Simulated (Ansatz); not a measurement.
**TiAl: a sweep of one setting**

```xyz
2
Lattice="2.8373 0.0000 0.0000 0.0000 2.8373 0.0000 0.0000 0.0000 4.0591" Properties=species:S:1:pos:R:3 pbc="T T T"
Ti    0.0000    0.0000    0.0000
Al    1.4186    1.4186    2.0295
```

Atoms are numbered in the order listed.

The cell is COD entry 1532769, as deposited and not checked against the literature; nothing was relaxed.

Spin polarisation is left out, and whether a magnetic state lies lower isn't shown here.

Computed with Ansatz 0.2.0, DFT, PBE, all-electron LAPW, scalar-relativistic.

Settings: a Γ-centred 12×12×8 k mesh, Fermi–Dirac smearing of 0.05 eV, basis error target 1 meV/atom, no spin polarisation. One setting is then changed at a time.

```tsv
filling	energy at zero smearing less the base's (meV/atom)	P (GPa)	cutoff chosen (eV)
Fermi–Dirac 0.05 eV (base)	0.0	-0.76	230
tetrahedron	0.0	–	230
cold 0.15 eV	0.3	-0.79	230
Gaussian 0.2 eV	0.4	-0.72	230
Fermi–Dirac 0.15 eV	0.1	-0.52	230
Fermi–Dirac 0.28 eV	-1.8	0.19	230
```
